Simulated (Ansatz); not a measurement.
# Rh: response to biaxial strain in the a-b plane

One table from this session's results is given with a row withheld; the runs are named, their logs left out.

Program: Ansatz 0.2.0. Level of theory: DFT PBE, scalar-relativistic, plane waves, PAW. These are calculated values, not measurements.

2 further runs of the same task are left out: 2 set aside as unsound or not needed.

## Starting point

Symmetry: Fm-3m, No. 225, cubic system. Conventional cell: a = 3.830 Å, b = 3.830 Å, c = 3.830 Å, α = 90.00°, β = 90.00°, γ = 90.00°. Around Rh (site symmetry m-3m) lie 12 Rh at 2.71 Å.

As a file:

```cif
data_structure
_symmetry_space_group_name_H-M 'Fm-3m'
_symmetry_Int_Tables_number 225
_cell_length_a 3.8299
_cell_length_b 3.8299
_cell_length_c 3.8299
_cell_angle_alpha 90.000
_cell_angle_beta 90.000
_cell_angle_gamma 90.000
_cell_volume 56.18
loop_
_atom_site_label
_atom_site_type_symbol
_atom_site_symmetry_multiplicity
_atom_site_Wyckoff_symbol
_atom_site_fract_x
_atom_site_fract_y
_atom_site_fract_z
_atom_site_occupancy
Rh1 Rh 4 a 0.00000 0.00000 0.00000 1
```

It goes back to an entry of the Materials Project.

The unstrained cell was computed beforehand with the same settings: E(σ→0) = -12805.7782 eV for 2 atoms, gap none (metal).

The first run:

Contents of input.yaml:

```yaml
crystal:
  lattice:
    - [1.8958192588, 1.8958192588, 0.0]
    - [-1.8958192588, 1.8958192588, 0.0]
    - [0.0, 0.0, 3.852917524]
  atoms:
    - { symbol: Rh, position: [0.0, 0.0, 0.0] }
    - { symbol: Rh, position: [0.5, 0.5, 0.5] }
basis:
  ecutwfc: 420
kpoints:
  mp_grid: { grid: [20, 20, 14] }
hamiltonian:
  xc: pbe
scf:
  occupations: { method: gaussian, width: 0.1 }
output:
  forces: true
  stress: true
  eigenvalues: true
relax:
  adjacent_minimum: "off"
  f_tol: 0.008
  max_steps: 40
  cell: { stress_tol: 0.015, fix: [a, b, gamma] }
```

Command:

```
> ansatz run input.yaml --threads 1 --pin off --max-ram 2560MiB --backend cpu --events-out ev --progress --plain --runs-dir out
```

Among the steps run: At -1.0 %; Strain +1.0 %; The cell strained by -2.0 %; Strain +2.0 %; Strain -3.0 %; The cell strained by +3.0 %.

One table of the session follows, with a row left open; its other results are not shown here.

It belongs to the step «Energy and stress against strain (a metal throughout)». Lengths are those of the vectors of the cell that was run; stresses in GPa:

| strain (%) | ΔE (meV/atom) | a (Å) | b (Å) | c (Å) |
| --- | --- | --- | --- | --- |
| -3.0 | 37.1 | 2.627 | 2.627 | 3.935 |
| -2.0 | ? | ? | ? | ? |
| -1.0 | 3.6 | 2.681 | 2.681 | 3.865 |
| +0.0 | 0.0 | 2.708 | 2.708 | 3.830 |
| +1.0 | 4.0 | 2.735 | 2.735 | 3.798 |
| +2.0 | 14.8 | 2.762 | 2.762 | 3.765 |
| +3.0 | 31.6 | 2.789 | 2.789 | 3.731 |

Estimate the missing values for strain (%) = -2.0.

Worked estimate for «ΔE (meV/atom)». A straight line through the neighbours (-3.0, 37.1) and (-1.0, 3.6) gives 37.1 + (3.6 − 37.1) × (-2.0 + 3.0) / (-1.0 + 3.0) = 20.4; a parabola fitted to 3 rows on both sides gives 16.0.

The run gave: ΔE (meV/atom): 15.7; a (Å): 2.654; b (Å): 2.654; c (Å): 3.899. In «ΔE (meV/atom)» the line misses by +4.7 and the parabola by +0.3.

ΔE is over the unstrained cell. Stress in GPa, positive in compression, on the Cartesian axes of the input. 
